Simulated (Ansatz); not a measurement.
Run this with the Ansatz DFT code, driven from Python and show what comes out.

Contents of `al2o3.extxyz`:
```text
5
Lattice="2.88432495 0.0 0.0 -1.44216247 2.49789868 0.0 0.0 0.0 9.33675446" Properties=species:S:1:pos:R:3 pbc="T T T"
Al    0.00000000    0.00000000    1.40044156
Al    0.00000000    0.00000000    7.93631290
O    -0.00000001    1.66526579    2.07571849
O     1.44216249    0.83263288    0.00000000
O    -0.00000001    1.66526579    7.26103597
```

`ecut_al2o3.py`:
```python
import ansatz as az


def main() -> None:
    xtal = az.Crystal.from_extxyz('al2o3.extxyz')

    model = xtal.calculation()
    model = model.functional('PBEsol')
    model = model.kpoints(12, 12, 4, center='gamma')
    model = model.occupations('fixed')

    rows = []
    for value in [250, 300, 350, 400]:
        report = model.basis(value).run().report
        rows.append((value, report['free_energy_ev'] / len(report['lattice']['sites']), report['n_iterations'], report['n_pw']))

    print(' cutoff (eV)   F/atom (eV)    iterations   plane waves')
    for row in rows:
        print(f'{str(row[0]):>12s}  {row[1]:12.5f}  {row[2]:12d}  {row[3]:12d}')

    for row in rows[:-1]:
        shift = 1000 * (row[1] - rows[-1][1])
        print(f'{row[0]}: {shift:+.2f} meV/atom' + ('  (within 5 meV)' if abs(shift) < 5 else ''))


if __name__ == '__main__':
    main()
```

```console
$ python ecut_al2o3.py
DeckWarning: basis.ecutwfc = 250 eV is below the records' recommended 420 eV, and the density's cutoff is lower with it unless basis.ecutrho_ratio is high enough to keep the records' density cutoff: compare with a run at a higher cutoff
DeckWarning: basis.ecutrho_ratio 4 (ecutrho = 1000 eV, dense FFT grid 15×15×50): the grid does not resolve the core-correction charge of O (measure 0.11 e/Å^2.5); warned from 0.08. The energy and [...]
DeckWarning: basis.ecutwfc = 300 eV is below the records' recommended 420 eV, and the density's cutoff is lower with it unless basis.ecutrho_ratio is high enough to keep the records' density cutoff: compare with a run at a higher cutoff
DeckWarning: basis.ecutwfc = 350 eV is below the records' recommended 420 eV, and the density's cutoff is lower with it unless basis.ecutrho_ratio is high enough to keep the records' density cutoff: compare with a run at a higher cutoff
DeckWarning: basis.ecutwfc = 400 eV is below the records' recommended 420 eV, and the density's cutoff is lower with it unless basis.ecutrho_ratio is high enough to keep the records' density cutoff: compare with a run at a higher cutoff
 cutoff (eV)   F/atom (eV)    iterations   plane waves
         250    -546.52223             9           613
         300    -547.36430             8           753
         350    -547.59314             7          1019
         400    -547.64384             7          1243
250: +1121.61 meV/atom
300: +279.54 meV/atom
350: +50.70 meV/atom
```
(Warnings from the package without file and line, shortened.)

Reading the output:
- This cell is a computed structure, which may not be the phase found in nature.
- Shifts are counted from the last row, which is itself no proven limit.
- Timing: 12 s on 1 thread of AMD EPYC 7B13 (Zen 3), with other jobs on the host, peak memory 0.41 GiB.
